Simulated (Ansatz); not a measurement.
Reactions of `C[NH][Ga]([F])[Cl]`.

Computed with Ansatz on PBE0-D4/def2-TZVP structures; ΔE is electronic, products minus reactants. CBS: MP2 limit from def2 TZ/QZ plus the TZ coupled-cluster correction, frozen cores. This one scheme is used for every species, atoms too. For atomizations the MP2-based limit and the directly extrapolated one differ by several kJ/mol either way, and by 10 to 25 for some Ge, Se and Sn compounds, so smaller differences from it don't rank the levels. Functionals use def2-TZVPP. Open shells (•) are unrestricted, without spin–orbit coupling. Spin–orbit coupling would lower the free atoms: a little for C, Cl, F; clearly for Ga. Bonds to Ga, Se are less sure, by a few kJ/mol each and by 10 to 20 or more in all where they break to atoms, as the def2 sets lack core-valence functions. Scalar relativity is left out up to krypton. One conformer a species, not always the lowest.

```
                                                                                   reaction  r2SCAN-D4 (kJ/mol)  B2PLYP (kJ/mol)  PBE-D4 (kJ/mol)  CCSD(T)/CBS(def2) (kJ/mol)
                                     `C[NH][Ga]([F])[Cl]` + H–F → `C[NH][Ga]([F])[F]` + HCl                  34               31               36                          40
                   `C[NH][Ga]([F])[Cl]` + `CC(C)(C)O` → `CC(C)(C)[O][Ga]([F])[Cl]` + CH₃NH₂                 -14              -11              -13                         -10
                         `C[NH][Ga]([F])[Cl]` + `FC=[Se]` → `[F][Ga]([F])[Cl]` + `CNC=[Se]`                -139             -136             -133                        -128
                                `C[NH][Ga]([F])[Cl]` + H₂Se → `[F][Ga]([Cl])[SeH]` + CH₃NH₂                 -64              -60              -66                         -58
                                  `C[NH][Ga]([F])[Cl]` + HCl → `[F][Ga]([Cl])[Cl]` + CH₃NH₂                 -65              -63              -62                         -56
                                     `C[NH][Ga]([F])[Cl]` → C• + Cl• + F• + Ga• + 4 H• + N•                3137             3096             3192                        3143
                       `C[NH][Ga]([F])[Cl]` + `O[SiH3]` → `[F][Ga]([Cl])[O][SiH3]` + CH₃NH₂                 -20              -22              -15                         -17
                            `C[NH][Ga]([F])[Cl]` → `[CH2]` (triplet) + `[NH2][Ga]([F])[Cl]`                 373              387              404                         395
                                   `C[NH][Ga]([F])[Cl]` + HCl → `C[NH][Ga]([Cl])[Cl]` + H–F                 -33              -30              -35                         -40
`C[NH][Ga]([F])[Cl]` + `[NH2][Ga]([Cl])[Cl]` → `C[NH][Ga]([NH2])[F]` + `[Cl][Ga]([Cl])[Cl]`                  19               19               17                          18
```

Largest T1 diagnostic: 0.016, for `CNC=[Se]`.
